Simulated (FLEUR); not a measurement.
Runs of FLEUR MaX-R8.1 (later development tree) on Os. The structure is hexagonal, space group P6_3/mmc (No. 194). Conventional cell: a = 2.734 Å, b = 2.734 Å, c = 4.320 Å, α = 90.00°, β = 90.00°, γ = 120.00°. Os (site symmetry -6m2) has 12 Os at 2.68 to 2.73 Å as nearest neighbours. 

```csv
task,level,spin,k mesh,muffin-tin radii,max iterations,mixing factor,mixer,mixer history,mesh quality,V0 of scaled cells (Å³/atom),B0 (GPa)
equation of state,PW91,off,11 × 11 × 6,Os 2.27 bohr,-,-,-,-,not flagged,14.30,397
equation of state,LDA exchange alone (X-alpha),off,11 × 11 × 6,Os 2.27 bohr,-,-,-,-,not flagged,14.21,406
equation of state,PBEsol,off,11 × 11 × 6,Os 2.27 bohr,-,-,-,-,not flagged,(a),435
equation of state,LDA (von Barth-Hedin),off,11 × 11 × 6,Os 2.27 bohr,-,-,-,-,not flagged,(b),457
equation of state,Wu-Cohen GGA,off,11 × 11 × 6,Os 2.27 bohr,-,-,-,-,not flagged,13.99,427
```

Alike in all rows: potentials or basis all-electron, FLAPW; cell as given; smearing fermi-dirac 0.05 eV; kmax 3.8 1/bohr.

Fill in the values left out.

(a) 13.88; (b) 13.65.

Caveats: the plane-wave cutoff is short for the semicore states, which can make moduli rough; the cell was scaled at fixed shape and fractional positions, which overstates the stiffness of a crystal with free parameters, most of all of layers and chains.

The runs were made with more than one version of the program.

Runs at the PBE level aren't shown here.
